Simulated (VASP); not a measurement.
# Hf in VASP: a series of runs

The runs below take Hf through relaxation of the atoms, with PBE, PBE+D4.

All numbers are computed with VASP 6.6.1; they aren't measurements. Logs are shortened: lines on timing, memory, paths and dates and some standing lists are left out, and cuts for length are marked.

**1. The structure**

The cell holds a sheet with vacuum, 1 atom: a = 2.779 Å, b = 2.779 Å, c = 23.800 Å, α = 90.00°, β = 90.00°, γ = 90.00°.

The cell was built by a generator and needn't be a form met in nature.

**2. Relaxation of the atoms, PBE**

The input, INCAR:

```
  ALGO = Normal
  DIPOL = 0.5 0.5 0.294
  EDIFF = 1E-6
  EDIFFG = -0.01
  ENCUT = 520
  GGA = PE
  IBRION = 2
  IDIPOL = 3
  ISIF = 2
  ISMEAR = 0
  LASPH = True
  LCHARG = False
  LDIPOL = True
  LREAL = False
  LWAVE = False
  NELM = 100
  NSW = 60
  PREC = Accurate
  SIGMA = 0.05
```

The input, KPOINTS:

```
k-points
0
Gamma
  10 10 1
```

The input, POSCAR:

```
Hf
1.0
    2.7787600000      0.0000000000      0.0000000000
    0.0000000000      2.7787600000      0.0000000000
    0.0000000000      0.0000000000     23.8000000000
Hf
1
Selective dynamics
Direct
    0.0000000000      0.0000000000      0.2941200000  F F F
```

Potentials or basis: VASP PAW PBE potentials, release 64 (Hf_pv).

Command:

```bash
$ cat potpaw_PBE.64/Hf_pv/POTCAR > POTCAR
$ mpirun -np 1 vasp_std > vasp.out
```

OUTCAR:

```text
EDIFF = 1E-6
   EDIFFG = -0.01
   ENCUT = 520
   GGA = PE
   IBRION = 2
   ISIF = 2
   ISMEAR = 0
   LASPH = True
   LREAL = False
   NELM = 100
   NSW = 60
   PREC = Accurate

 ion  position               nearest neighbor table
   1  0.000  0.000  0.294-

  LATTYP: Found a simple tetragonal cell.
 ALAT       =     2.7787600000
 C/A-ratio  =     8.5649714261

  Lattice vectors:

 A1 = (   2.7787600000,   0.0000000000,   0.0000000000)
 A2 = (   0.0000000000,   2.7787600000,   0.0000000000)
 A3 = (   0.0000000000,   0.0000000000,  23.8000000000)

Analysis of symmetry for initial positions (statically):
=====================================================================
 Subroutine PRICEL returns:
 Original cell was already a primitive cell.

 Routine SETGRP: Setting up the symmetry group for a
 simple tetragonal supercell.

 Subroutine GETGRP returns: Found 16 space group operations
 (whereof  8 operations were pure point group operations)
 out of a pool of 16 trial point group operations.

The static configuration has the point symmetry C_4v.
 The point group associated with its full space group is D_4h.

Analysis of symmetry for dynamics (positions and initial velocities):
=====================================================================
 Subroutine PRICEL returns:
 Original cell was already a primitive cell.

 Routine SETGRP: Setting up the symmetry group for a
 simple tetragonal supercell.

 Subroutine GETGRP returns: Found 16 space group operations
 (whereof  8 operations were pure point group operations)
 out of a pool of 16 trial point group operations.

The dynamic configuration has the point symmetry C_4v.
 The point group associated with its full space group is D_4h.

Analysis of constrained symmetry for selective dynamics:
=====================================================================
 Subroutine PRICEL returns:
 Original cell was already a primitive cell.

 Routine SETGRP: Setting up the symmetry group for a
 simple tetragonal supercell.

 Subroutine GETGRP returns: Found 16 space group operations
 (whereof  8 operations were pure point group operations)
 out of a pool of 16 trial point group operations.

The constrained configuration has the point symmetry C_4v.
 The point group associated with its full space group is D_4h.

 Subroutine INISYM returns: Found 16 space group operations
 (whereof  8 operations are pure point group operations),
 and found     1 'primitive' translations

----------------------------------------------------------------------------------------

                                     Primitive cell

  volume of cell :     183.7719

  direct lattice vectors                    reciprocal lattice vectors
     2.778760000  0.000000000  0.000000000     0.359872749  0.000000000  0.000000000
     0.000000000  2.778760000  0.000000000     0.000000000  0.359872749  0.000000000
     0.000000000  0.000000000 23.800000000     0.000000000  0.000000000  0.042016807

  length of vectors
     2.778760000  2.778760000 23.800000000     0.359872749  0.359872749  0.042016807

  position of ions in fractional coordinates (direct lattice)
     0.000000000  0.000000000  0.294120000

  ion indices of the primitive-cell ions
   primitive index   ion index
                 1           1

----------------------------------------------------------------------------------------

 KPOINTS: k-points

Automatic generation of k-mesh.
 Grid dimensions read from file:
 generate k-points for:   10   10    1

 Generating k-lattice:

  Cartesian coordinates                     Fractional coordinates (reciprocal lattice)
     0.035987275  0.000000000  0.000000000     0.100000000  0.000000000  0.000000000
     0.000000000  0.035987275  0.000000000     0.000000000  0.100000000  0.000000000
     0.000000000  0.000000000  0.042016807     0.000000000  0.000000000  1.000000000

  Length of vectors
     0.035987275  0.035987275  0.042016807

  Shift w.r.t. Gamma in fractional coordinates (k-lattice)
     0.000000000  0.000000000  0.000000000

 Subroutine IBZKPT returns following result:
 ===========================================

 Found     21 irreducible k-points:

 Following reciprocal coordinates:
            Coordinates               Weight
  0.000000  0.000000  0.000000      1.000000
  0.100000  0.000000  0.000000      4.000000
  0.200000  0.000000  0.000000      4.000000
  0.300000  0.000000  0.000000      4.000000
  0.400000  0.000000  0.000000      4.000000
  0.500000  0.000000  0.000000      2.000000
[... 13 lines left out ...]
  0.500000  0.400000  0.000000      4.000000
  0.500000  0.500000  0.000000      1.000000
   k-points           NKPTS =     21   k-points in BZ     NKDIM =     21   number of bands    NBANDS=      9
   number of dos      NEDOS =    301   number of ions     NIONS =      1
   total plane-waves  NPLWV = 103680
   dimension x,y,z NGX =    24 NGY =   24 NGZ =  180
   dimension x,y,z NGXF=    48 NGYF=   48 NGZF=  360
   ions per type =               1
   NGX,Y,Z   is equivalent  to a cutoff of  14.36, 14.36, 12.57 a.u.
   NGXF,Y,Z  is equivalent  to a cutoff of  28.72, 28.72, 25.15 a.u.
 SYSTEM =  unknown system
   PREC   = accura    normal or accurate (medium, high low for compatibility)
   ISTART =      0    job   : 0-new  1-cont  2-samecut
   ICHARG =      2    charge: 1-file 2-atom 10-const
   ISPIN  =      1    spin polarized calculation?
   LNONCOLLINEAR =      F non collinear calculations
   LSORBIT =      F    spin-orbit coupling
   LASPH  =      T    aspherical Exc in radial PAW
   ENCUT  =  520.0 eV  38.22 Ry    6.18 a.u.   5.17  5.17 44.25*2*pi/ulx,y,z
   NELM   =    100;   NELMIN=  2; NELMDL= -5     # of ELM steps
   EDIFF  = 0.1E-05   stopping-criterion for ELM
   LREAL  =      F    real-space projection
   EDIFFG = -.1E-01   stopping-criterion for IOM
   NSW    =     60    number of steps for IOM
   IBRION =      2    ionic relax: 0-MD 1-quasi-New 2-CG
   NFREE  =      1    steps in history (QN), initial steepest desc. (CG)
   ISIF   =      2    stress and relaxation
   ISYM   =      2    0-nonsym 1-usesym 2-fastsym
   POTIM  = 0.5000    time-step for ionic-motion
   TEBEG  =    0.0;   TEEND  =   0.0 temperature during run
   PSTRESS=    0.0 pullay stress
   NELECT =      10.0000    total number of electrons
   NUPDOWN=      -1.0000    fix difference up-down
   EMIN   =  10.00;   EMAX   =-10.00  energy-range for DOS
   EFERMI =   0.00;   METHOD = LEGACY
   ISMEAR =     0;   SIGMA  =   0.05  broadening in eV -4-tet -1-fermi 0-gaus
   EFERMI_NEDOS =   21; number of points for ismear=-14 and -15
   IALGO  =     38    algorithm
   IMIX   =      4    mixing-type and parameters
     AMIX     =   0.40;   BMIX     =  1.00
     AMIX_MAG =   1.60;   BMIX_MAG =  1.00
  volume/ion in A,a.u.               =     183.77      1240.15
  Fermi-wavevector in a.u.,A,eV,Ry     =   0.620367  1.172323  5.236268  0.384855
  Thomas-Fermi vector in A             =   1.679493
   LORBIT       =      0    0 simple, 1 ext, 2 COOP (PROOUT), +10 PAW based schemes
   GGA     = PE    functional components
   LHFCALC =     F    Hartree Fock is set to
   AEXX    =    0.0000 exact exchange contribution
   IVDW    =     0    specifies the selected vdW correction
   LEPSILON=     F    determine dielectric tensor
   LRPA    =     F    only Hartree local field effects (RPA)
 conjugate gradient relaxation of ions
 non-spin polarized calculation
 Gauss-broadening in eV      SIGMA  =   0.05
  energy-cutoff  :      520.00
  volume of cell :      183.77
 maximum number of plane-waves:      4993
 NGX is ok and might be reduce to    24
   NGX = 11   NGY = 11   NGZ = 89

 dipolmoment           0.000000      0.000000     -0.000001 electrons x Angstroem

 number of electron      10.0000000 magnetization

 dipolmoment           0.000000      0.000000      0.000001 electrons x Angstroem

 Free energy of the ion-electron system (eV)
  ---------------------------------------------------
  ext. energy  EPLUGINS =         0.00000000
  ---------------------------------------------------
  free energy    TOTEN  =        -7.45992941 eV

  energy without entropy =       -7.45404521  energy(sigma->0) =       -7.45698731

 E-fermi :  -3.0863     XC(G=0):  -2.1587

 val. band max:       -3.1288751134   @ k =   0.2000   0.0000   0.0000
 cond. band min:      -3.0853087851   @ k =   0.2000   0.1000   0.0000
 fundamental gap:      0.0435663283
 Fermi energy:        -3.0862782019

 k-point     1 :       0.0000    0.0000    0.0000
  band No.  band energies     occupation
      1     -34.0631      2.00000
      2     -33.0881      2.00000
      3     -33.0881      2.00000
      4      -8.3139      2.00000
      5      -4.6320      2.00000
      6      -3.4259      2.00000
      7      -2.8419      0.00000
      8       0.8626      0.00000
      9       1.0969      0.00000

 k-point     2 :       0.1000    0.0000    0.0000
  band No.  band energies     occupation
      1     -34.0481      2.00000
      2     -33.2279      2.00000
      3     -33.0765      2.00000
      4      -7.9795      2.00000
      5      -4.3634      2.00000
      6      -3.2446      1.99999
      7      -2.8808      0.00000
      8       0.9408      0.00000
      9       1.0479      0.00000

 k-point     3 :       0.2000    0.0000    0.0000
  band No.  band energies     occupation
      1     -34.0085      2.00000
      2     -33.5811      2.00000
      3     -33.0457      2.00000
      4      -7.1358      2.00000
      5      -3.6747      2.00000
      6      -3.1289      1.77173
      7      -2.6169      0.00000
      8       0.5754      0.00000
      9       1.5978      0.00000
[... 193 lines left out ...]
 k-point    20 :       0.5000    0.4000    0.0000
  band No.  band energies     occupation
      1     -34.2601      2.00000
      2     -34.1286      2.00000
      3     -33.7699      2.00000
      4      -5.6917      2.00000
      5      -2.8824      0.00000
      6      -2.3971      0.00000
      7      -0.0578      0.00000
      8       2.6459      0.00000
      9       3.6463      0.00000

 k-point    21 :       0.5000    0.5000    0.0000
  band No.  band energies     occupation
      1     -34.2416      2.00000
      2     -34.2416      2.00000
      3     -33.7557      2.00000
      4      -5.9692      2.00000
      5      -2.6666      0.00000
      6      -2.6666      0.00000
      7       0.2096      0.00000
      8       4.0539      0.00000
      9       4.0539      0.00000

------------------------ aborting loop because EDIFF is reached ----------------------------------------

 vacuum level on the upper side and lower side of the slab       (xc-potential included)        -0.009        -0.009

  FORCE on cell =-STRESS in cart. coord.  units (eV):
  Direction    XX          YY          ZZ          XY          YZ          ZX
  --------------------------------------------------------------------------------------
  -------------------------------------------------------------------------------------
  Total       -0.1987127     -0.1987127     -0.0031001      0.0000000      0.0000000      0.0000000
  in kB       -1.7324363     -1.7324363     -0.0270273      0.0000000      0.0000000      0.0000000
  external PRESSURE =      -1.1639666 kB  Pullay stress =       0.0000000 kB

 VOLUME and BASIS-vectors are now :
 -----------------------------------------------------------------------------
  energy-cutoff  :      520.00
  volume of cell :      183.77
      direct lattice vectors                 reciprocal lattice vectors
     2.778760000  0.000000000  0.000000000     0.359872749  0.000000000  0.000000000
     0.000000000  2.778760000  0.000000000     0.000000000  0.359872749  0.000000000
     0.000000000  0.000000000 23.800000000     0.000000000  0.000000000  0.042016807

 POSITION                                       TOTAL-FORCE (eV/Angst)
 -----------------------------------------------------------------------------------
      0.00000      0.00000      7.00006         0.000000     -0.000000      0.000000
 -----------------------------------------------------------------------------------
    total drift:                                0.000000      0.000000      0.000018

  FREE ENERGIE OF THE ION-ELECTRON SYSTEM (eV)
  ---------------------------------------------------
  free  energy   TOTEN  =        -7.4599294136 eV

  energy  without entropy=       -7.4540452093  energy(sigma->0) =       -7.45698731

 reached required accuracy - stopping structural energy minimisation

 vacuum level on the upper side and lower side of the slab         1.184         1.184
```

It took 2.2 min on 1 thread of AMD EPYC 7R43 (Zen 3), shared host; peak memory 0.26 GiB.

Results:

* Free energy: -7.4599 eV
* Band gap on the k mesh: none (metal or under the smearing width)

Final structure:
```
Hf
1.0
     2.77876    0.00000    0.00000
     0.00000    2.77876    0.00000
     0.00000    0.00000   23.80000
Hf
1
Direct
  0.00000 0.00000 0.29412
```

Caveat: the relaxation stopped at its first step, so nothing moved. Spin-orbit coupling is left out, which matters for the levels of Hf.

[end of part 1 of 2]
